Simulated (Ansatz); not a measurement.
# TiO2: the cost of one run

Method: DFT PBE, scalar-relativistic, plane waves, PAW, in Ansatz 0.2.0.

1 further run of the same task is left out (set aside as unsound or not needed).

## Step 1: Starting point

Symmetry: P4_2/mnm, No. 136, tetragonal system. The conventional cell has a = 4.643 Å, b = 4.643 Å, c = 2.964 Å, α = 90.00°, β = 90.00°, γ = 90.00°. Around Ti (site symmetry mmm) lie 6 O at 1.96 to 2.00 Å. O (site symmetry m2m) is surrounded by 3 Ti at 1.96 to 2.00 Å.

As a file:

```
Ti O
1.0
     4.64328    0.00000    0.00000
     0.00000    4.64328    0.00000
     0.00000    0.00000    2.96388
Ti O
2 4
Direct
  0.00000 0.00000 0.00000
  0.50000 0.50000 0.50000
  0.30513 0.30513 0.00000
  0.19487 0.80513 0.50000
  0.69487 0.69487 0.00000
  0.80513 0.19487 0.50000
```

It is the result of an earlier relaxation at this level (volume 10.65 Å³/atom; gap on the mesh: 1.86 eV).

## Step 2: Bands, states and charges

input.yaml

```yaml
crystal:
  lattice:
    - [4.6432750097, 0.0, 0.0]
    - [0.0, 4.6432750097, 0.0]
    - [0.0, 0.0, 2.9638820252]
  atoms:
    - { symbol: Ti, position: [0.0, 0.0, 0.0] }
    - { symbol: Ti, position: [0.5, 0.5, 0.5] }
    - { symbol: O, position: [0.3051282523, 0.3051282523, 0.0] }
    - { symbol: O, position: [0.1948717477, 0.8051282523, 0.5] }
    - { symbol: O, position: [0.6948717477, 0.6948717477, 0.0] }
    - { symbol: O, position: [0.8051282523, 0.1948717477, 0.5] }
basis:
  ecutwfc: 420
kpoints:
  mp_grid: { grid: [6, 6, 10] }
  band_path:
    path:
      - [[0.0, 0.0, 0.0], [0.0, 0.5, 0.0], [0.5, 0.5, 0.0], [0.0, 0.0, 0.0], [0.0, 0.0, 0.5], [0.0, 0.5, 0.5], [0.5, 0.5, 0.5], [0.0, 0.0, 0.5]]
      - [[0.0, 0.5, 0.0], [0.0, 0.5, 0.5]]
      - [[0.5, 0.5, 0.0], [0.5, 0.5, 0.5]]
    npoints: 14
hamiltonian:
  xc: pbe
scf:
  occupations: { method: gaussian, width: 0.02 }
  n_extra_bands: 15
output:
  forces: true
  stress: true
  eigenvalues: true
  populations: true
  dos: { projected: true, de: 0.02, nscf_kmesh: { grid: [9, 9, 15] } }
  bader: true
  write_density: true
  write_potential: true
  elf: true
  volumetric_format: npy
```

On the command line:

```bash
> ansatz run input.yaml --threads 2 --pin off --max-ram 5120MiB --backend cpu --events-out ev --progress --plain --runs-dir out
```

**Question.** How long does this run take on 2 threads of Arm Neoverse V2, shared host, and how much memory does it need?

About 35 s, with a peak of 0.46 GiB.
